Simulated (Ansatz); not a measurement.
# Localised basis functions on generalised stacking fault on (111) (glide set) of a GaP-AlP solid solution (72 atoms), part 2 of 2

Aim: test how closely localised support functions follow the reference on generalised stacking fault on (111) (glide set) of a GaP-AlP solid solution (72 atoms), and at what cost. A setting counts as converged where the r.m.s. difference of forces stays under 1 % of the r.m.s. force.

Ansatz 0.2.0; Kohn-Sham DFT, PBE, PAW (set soft_2), plane waves.

The cell: 18 Al, 36 P and 18 Ga. The host structure and its lattice constant were typed by rule, without a check against the phase diagram.

So far. Step 11 (Support functions medium, radius 6.13 Å): Forces differ from the reference by 0.12 meV/Å r.m.s., 0.040 % of their size, well within a tolerance of 1 %; the energy by -0.85 meV/atom. It took 6.4 min and 13 cycles; the reference's time can't be set against it, since the two runs asked for unlike analyses. The two runs also began from different starting densities, which bears on cycles and time.

## Step 14: What the reference run shows

With the settings judged, the reference run is read for its physics.

Length of the force by element:

| element | coordination | atoms | mean length of the force (eV/Å) | spread | least | most |
| --- | --- | --- | --- | --- | --- | --- |
| Al | all | 18 | 0.404 | 0.381 | 0.102 | 1.40 |
| Ga | all | 18 | 0.380 | 0.342 | 0.149 | 1.24 |
| P | all | 36 | 0.425 | 0.354 | 0.109 | 1.38 |

Löwdin charges by element (they lack the spilled electrons, 0.028 e an atom on average):

| element | coordination | atoms | mean charge (e) | spread | least | most |
| --- | --- | --- | --- | --- | --- | --- |
| Al | all | 18 | 0.404 | 0.0076 | 0.387 | 0.415 |
| Ga | all | 18 | 0.0692 | 0.0055 | 0.0607 | 0.0773 |
| P | all | 36 | -0.181 | 0.0719 | -0.351 | -0.0859 |

Charge against the make-up of the first shell:

| Ga neighbours of P | atoms | mean charge (e) |
| --- | --- | --- |
| 0 | 1 | -0.351 |
| 1 | 10 | -0.265 |
| 2 | 13 | -0.179 |
| 3 | 12 | -0.097 |

Density of states as counts of states in windows of 1 eV (from the Fermi level), total and the larger projections:

| from (eV) | to (eV) | total | P p | Ga p | Al p | Ga s | Al s | P s |
| --- | --- | --- | --- | --- | --- | --- | --- | --- |
| -14 | -13 | 0.7 | 0.0 | 0.0 | 0.0 | 0.2 | 0.1 | 0.4 |
| -13 | -12 | 9.0 | 0.3 | 0.8 | 0.9 | 1.6 | 1.0 | 4.2 |
| -12 | -11 | 28.1 | 1.0 | 3.4 | 3.6 | 3.0 | 2.1 | 14.5 |
| -11 | -10 | 34.1 | 0.6 | 5.0 | 4.6 | 1.1 | 1.1 | 21.0 |
| -10 | -8 | 0.0 | 0.0 | 0.0 | 0.0 | 0.0 | 0.0 | 0.0 |
| -8 | -7 | 10.2 | 4.6 | 0.5 | 0.5 | 3.9 | 0.3 | 0.4 |
| -7 | -6 | 30.2 | 14.8 | 1.4 | 1.4 | 6.2 | 4.5 | 1.7 |
| -6 | -5 | 18.7 | 9.9 | 1.1 | 1.0 | 1.4 | 3.2 | 1.9 |
| -5 | -4 | 32.6 | 19.1 | 4.7 | 4.4 | 1.0 | 1.5 | 1.6 |
| -4 | -3 | 43.8 | 28.3 | 6.6 | 6.2 | 0.7 | 0.9 | 0.8 |
| -3 | -2 | 53.7 | 38.0 | 7.3 | 6.5 | 0.4 | 0.5 | 0.4 |
| -2 | -1 | 24.8 | 19.5 | 2.6 | 2.0 | 0.1 | 0.1 | 0.1 |
| -1 | 0 | 2.0 | 1.8 | 0.1 | 0.1 | 0.0 | 0.0 | 0.0 |
| 0 | 1 | 2.7 | 0.3 | 0.4 | 0.6 | 0.3 | 0.1 | 0.5 |
| 1 | 2 | 41.0 | 7.5 | 5.9 | 7.4 | 6.3 | 2.7 | 5.9 |
| 2 | 3 | 37.6 | 7.9 | 6.0 | 6.2 | 2.4 | 4.8 | 3.8 |

The curve was stored every 0.100 eV, coarse against its broadening of 0.08 eV, so these counts are rough.

Between -16 and -14 eV lie 180 more states.

The levels nearest the highest filled one (over half full), pooled over k-points and spins:

| level less the highest filled one (eV) | occupation |
| --- | --- |
| -0.586 | 2 |
| -0.526 | 2 |
| -0.505 | 2 |
| -0.409 | 2 |
| -0.0058 | 2 |
| 0 | 2 |
| 1.41 | 0 |
| 1.67 | 0 |
| 1.72 | 0 |
| 1.74 | 0 |
| 1.78 | 0 |
| 1.81 | 0 |

Valence density in the ca plane at fractional y = 0.000, with atoms of Ga and P and Al within 0.2 Å of it. It is the smooth field of the valence electrons, not physical close to the nuclei.

Ten steps, logarithmic in the rise over the least value, from '0' (0 e/Å³) to '9' (34 e/Å³), each cell a mean:
```
11100000000000001121000111110001122210000012
21100000000000001464211122210000011100000001
21000000000000002698412211210000000000000000
11000000000000002598322210111000000000000000
00000000000000001244211211211000000000000000
00000000121100111211101122210000000000000000
00000001355211122211000011100000000000000000
00000001599521221221000000000000000000000000
00000001489522210121000000000000001111000111
00000001234211221121000000000000013563111222
00000011121100112211000000000000015995212212
00001122221000011110000000000000013785222101
00011221221000000000000000000000012342112211
00011220121000000000000000000000111111001122
10011221121000000000000000000011222210000112
11000112221000000000000000000112212210000011
21000001110000000000000000000112200210000012
21000000000000000000000001100112211210000013
```
Columns run along c (16.0 Å, from fractional 0.17 to 1.00 of the cell), rows up along a (6.7 Å). Atoms in or near the plane, at fractional coordinates: Al at (0.19, 0.27), P at (0.31, 0.23), Ga at (0.35, 0.55), P at (0.48, 0.51), Ga at (0.52, 0.83), P at (0.64, 0.79), Al at (0.68, 0.11), P at (0.80, 0.07), Ga at (0.85, 0.39), P at (0.97, 0.34).

Electrostatic potential energy in the ca plane at fractional y = 0.000, with atoms of Ga and P and Al within 0.2 Å of it. With pseudopotentials it is smooth inside the atoms' cores, unlike the true potential.

Values in eV, 10 rows by 16 columns, each cell a mean:
```
-20   9  10  10  10   6  -9  -1   2  -2   4   5  -8   7  10   0
 -2  10  10   9  10   4 -16 -10 -23 -36   7  10   9   9  10   8
  8  10   8   5   8   7 -10  -6 -19 -39   6  10  10  10  10  10
 10   9   3 -14  -1  -5  -5   7   5   0   9  10   9   9  10  10
  9   9   1 -16  -8 -33 -35   8  10   9   9   9   2   1   8   7
  1   7   5  -8  -1 -18 -26   8  10  10  10   8 -11 -14  -1 -28
 -7   0 -17  -5   8   7   5   9  10   8   8   8  -9 -15  -8 -54
 -5  -4 -44 -27   9  10   9  10   8  -3   0   6   0  -1   5 -18
 -4   4 -18 -12   9  10  10  10   6  -6  -6 -11 -35   5  10   4
 -4   9   7   7  10   9   7   8   7  -6  -7 -14 -50   2  10  -3
```
Columns run along c (16.0 Å, from fractional 0.17 to 1.00 of the cell; values clipped at the 3rd and 97th percentile), rows up along a (6.7 Å). Atoms in or near the plane, at fractional coordinates: Al at (0.19, 0.27), P at (0.31, 0.23), Ga at (0.35, 0.55), P at (0.48, 0.51), Ga at (0.52, 0.83), P at (0.64, 0.79), Al at (0.68, 0.11), P at (0.80, 0.07), Ga at (0.85, 0.39), P at (0.97, 0.34).

Mean Löwdin charges: Al +0.40, Ga +0.07, P -0.18 e (they miss 0.43 % of the electrons, so they add up to more than the cell's charge). Charges this small depend on the projection, at times even in sign. The charge on P changes by +0.084 e for each Ga neighbour that takes the place of another kind, on average.

## Step 15: Local order

Bonds and neighbours are counted at the geometry of the runs.

Density 3.21 g/cm³, 20.53 Å³ an atom.

g(r), total and by pair (bins of 0.2 Å):

| r (Å) | total | P-P | P-Al | P-Ga | Al-Al | Al-Ga | Ga-Ga |
| --- | --- | --- | --- | --- | --- | --- | --- |
| 2.30 | 5.05 | 0.00 | 10.10 | 10.05 | 0.00 | 0.00 | 0.00 |
| 2.50 | 0.77 | 0.00 | 1.53 | 1.53 | 0.00 | 0.00 | 0.00 |
| 2.70 | 0.00 | 0.00 | 0.00 | 0.00 | 0.00 | 0.00 | 0.00 |
| 2.90 | 0.00 | 0.00 | 0.00 | 0.00 | 0.00 | 0.00 | 0.00 |
| 3.10 | 0.00 | 0.00 | 0.00 | 0.00 | 0.00 | 0.00 | 0.00 |
| 3.30 | 0.00 | 0.00 | 0.00 | 0.00 | 0.00 | 0.00 | 0.00 |
| 3.50 | 0.00 | 0.00 | 0.00 | 0.00 | 0.00 | 0.00 | 0.00 |
| 3.70 | 0.00 | 0.00 | 0.00 | 0.00 | 0.00 | 0.00 | 0.00 |
| 3.90 | 6.07 | 12.17 | 0.00 | 0.00 | 11.44 | 13.17 | 10.70 |
| 4.10 | 0.62 | 0.90 | 0.32 | 0.32 | 0.45 | 1.12 | 1.12 |
| 4.30 | 0.00 | 0.00 | 0.00 | 0.00 | 0.00 | 0.00 | 0.00 |
| 4.50 | 4.38 | 0.00 | 8.76 | 8.77 | 0.00 | 0.00 | 0.00 |
| 4.70 | 0.00 | 0.00 | 0.00 | 0.00 | 0.00 | 0.00 | 0.00 |
| 4.90 | 0.00 | 0.00 | 0.00 | 0.00 | 0.00 | 0.00 | 0.00 |
| 5.10 | 0.00 | 0.00 | 0.00 | 0.00 | 0.00 | 0.00 | 0.00 |
| 5.30 | 0.00 | 0.00 | 0.00 | 0.00 | 0.00 | 0.00 | 0.00 |
| 5.50 | 1.62 | 3.21 | 0.00 | 0.00 | 3.28 | 3.27 | 3.26 |
| 5.70 | 0.53 | 0.06 | 1.02 | 1.02 | 0.00 | 0.00 | 0.00 |
| 5.90 | 2.40 | 0.00 | 4.88 | 4.75 | 0.00 | 0.00 | 0.00 |
| 6.10 | 0.13 | 0.00 | 0.19 | 0.32 | 0.00 | 0.00 | 0.00 |
| 6.30 | 0.00 | 0.00 | 0.00 | 0.00 | 0.00 | 0.00 | 0.00 |
| 6.50 | 0.13 | 0.26 | 0.00 | 0.00 | 0.34 | 0.17 | 0.35 |
| 6.70 | 3.99 | 7.95 | 0.00 | 0.00 | 8.07 | 7.91 | 8.12 |
| 6.90 | 0.03 | 0.08 | 0.00 | 0.00 | 0.08 | 0.04 | 0.00 |
| 7.10 | 2.12 | 0.00 | 4.28 | 4.17 | 0.00 | 0.00 | 0.00 |
| 7.30 | 0.08 | 0.00 | 0.10 | 0.21 | 0.00 | 0.00 | 0.00 |
| 7.50 | 0.60 | 1.15 | 0.06 | 0.08 | 1.27 | 1.01 | 1.27 |
| 7.70 | 1.55 | 2.74 | 0.36 | 0.34 | 2.38 | 3.10 | 2.37 |

Bonds by pair of elements; cutoffs follow the first minimum of g(r), held within bounds set by covalent radii, and pairs that aren't listed don't count as bonded:

| pair A-B | cutoff (Å) | bonds | mean length (Å) | spread (Å) | shortest (Å) | B about A | A about B |
| --- | --- | --- | --- | --- | --- | --- | --- |
| P-Al | 2.83 | 72 | 2.37 | 0.027 | 2.33 | 2 | 4 |
| P-Ga | 2.83 | 72 | 2.37 | 0.029 | 2.33 | 2 | 4 |

How many atoms have how many bonded neighbours:

| element | mean | 4 |
| --- | --- | --- |
| Al | 4 | 18 |
| Ga | 4 | 18 |
| P | 4 | 36 |

Rings of the network by King's shortest-path rule, up to 12 atoms, one path for each pair of neighbours; H, halogens, alkali and alkaline-earth atoms are left out, and the last column divides by all other atoms, bonded or not:

| ring size (atoms) | rings | per network atom |
| --- | --- | --- |
| 6 | 143 | 1.99 |

With the cutoffs above, all Al atoms have 4, all Ga atoms have 4 and all P atoms have 4 bonded neighbours. All rings counted have 6 atoms.

The surroundings of Al15, which bears the longest force, nearest first, numbered as they follow in the input and with coordinates relative to it.

| atom | x | y | z | distance (Å) | bonds | Löwdin charge (e) | Fx | Fy | Fz (eV/Å) |
| --- | --- | --- | --- | --- | --- | --- | --- | --- | --- |
| Al15 | 0.00 | 0.00 | 0.00 | 0.00 | 4 | 0.39 | 0.03 | -0.02 | -1.40 |
| P16 | -0.02 | 0.00 | 2.35 | 2.35 | 4 | -0.10 | 0.14 | 0.10 | -0.04 |
| P70 | -1.13 | 1.93 | -0.96 | 2.43 | 4 | -0.19 | 0.07 | 0.06 | 0.95 |
| P56 | -1.13 | -1.91 | -1.01 | 2.44 | 4 | -0.28 | 0.03 | -0.04 | 1.27 |
| P54 | 2.24 | -0.01 | -1.00 | 2.45 | 4 | -0.26 | -0.13 | 0.06 | 1.37 |
| Ga17 | 2.22 | 0.01 | 3.13 | 3.84 | 4 | 0.07 | -0.01 | -0.06 | 0.14 |
| Ga5 | 0.00 | -3.84 | -0.02 | 3.84 | 4 | 0.07 | -0.09 | -0.06 | -0.97 |
| Al11 | 3.33 | 1.94 | -0.02 | 3.85 | 4 | 0.39 | 0.01 | -0.05 | -1.13 |
| Ga3 | -1.13 | -1.92 | 3.14 | 3.85 | 4 | 0.07 | 0.09 | -0.06 | 0.17 |
| Ga13 | -1.13 | 1.93 | 3.14 | 3.85 | 4 | 0.08 | 0.11 | 0.11 | -0.12 |
| Al1 | 3.33 | -1.95 | -0.03 | 3.86 | 4 | 0.39 | 0.11 | 0.12 | -1.12 |
| Ga37 | -0.01 | 3.87 | 0.00 | 3.87 | 4 | 0.07 | 0.05 | -0.04 | -1.23 |
| Al11 | -3.36 | 1.94 | -0.02 | 3.88 | 4 | 0.39 | 0.01 | -0.05 | -1.13 |
| Al1 | -3.35 | -1.95 | -0.03 | 3.88 | 4 | 0.39 | 0.11 | 0.12 | -1.12 |

The column of bonds counts only the pairs P-Al within 2.83 Å, P-Ga within 2.83 Å; other neighbours, such as metal atoms beside each other in a compound, aren't counted, and periodic images can show an atom twice.

## Step 16: What came out

| Item | Value |
| --- | --- |
| free energy per atom | -1458.4453 eV/atom |
| density | 3.209 g/cm³ |
| pressure | 1.617 GPa |
| r.m.s. force component | 0.314 eV/Å |
| gap (highest filled to lowest empty level) | 1.408 eV |
| wall time of the 10 DFT runs | 27 min |

In words: Against plane waves at 420 eV, the forces differ by 0.29 meV/Å (0.092 %) with support functions medium, and by 0.051 meV/Å in the closest run (support functions high). At 72 atoms the fastest of the runs at a preset level, support functions low, takes roughly 1.7 times the time of plane waves (whose run also made extra analyses, so the like-for-like ratio is larger), in 12 SCF cycles against 9. Differences between support functions and plane waves include what basis error the plane-wave run still has. As the radius goes from 3.96 to 6.13 Å, the force difference goes from 0.30 to 0.12 meV/Å, while the time lies between 86 s and 6.4 min.

The highest filled and lowest empty levels differ by 1.41 eV on the run's k-points; the mesh holds the band edges only if they fold onto it, so the gap at this level can be narrower or closed, while semilocal functionals tend to narrow gaps against experiment. With the cutoffs above, all Al atoms have 4, all Ga atoms have 4 and all P atoms have 4 bonded neighbours.

What to keep in mind: The geometry was built by rule, was displaced at random and isn't relaxed at this level: its force components are 0.31 eV/Å r.m.s. The pressure of 1.6 GPa belongs to a cell and atoms that aren't relaxed at this level.

[Logs are printed without paths, hosts, clocks, repeated set-up lines and the standing remarks that a program may print on its own settings, such as how far it seeks lower states.]

[Hosts, paths, dates, database ids (printed as entryN), source tags and the programs' standing remarks are cut or masked in the printed files.]
